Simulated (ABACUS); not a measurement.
**GaP in ABACUS: the effect of functional**

GaP:

```
Ga P
1.0
     0.00000    2.72525    2.72525
     2.72525    0.00000    2.72525
     2.72525    2.72525    0.00000
Ga P
1 1
Cartesian
  0.0000 0.0000 0.0000
  1.3626 1.3626 1.3626
```

Alike in all runs:

```yaml
Program: ABACUS 3.10.1
Task: single point
Potentials_or_basis: SG15 ONCV 1.2 PBE
Cutoff: 1361 eV
Density_cutoff: 5442 eV
Basis: DZP LCAO (the cutoffs set its grid)
k_mesh: 8 × 8 × 8
Occupations: fermi-dirac, width 0.05 eV
Spin: no spin polarisation
```

| functional | gap on the mesh (eV) | pressure (GPa) |
| --- | --- | --- |
| LDA | 1.45 | -0.6 |
| PBEsol | 1.52 | 1.5 |
| AM05 | ? | ? |
| PW91 | 1.66 | 3.9 |
| TPSS | 1.71 | 3.9 |
| r2SCAN | 1.87 | 0.5 |

Task: What does the run with functional AM05 give?

Result: gap on the mesh 1.58 eV; pressure 1.7 GPa.

Caveats: the atomic orbitals were generated for these runs and aren't a published set; the potentials were made for another functional, which shifts forces and pressure; the basis of atomic orbitals isn't converged, which shifts pressures, moduli and gaps.

A k mesh can miss the band edges.

Runs at the PBE level aren't shown here.
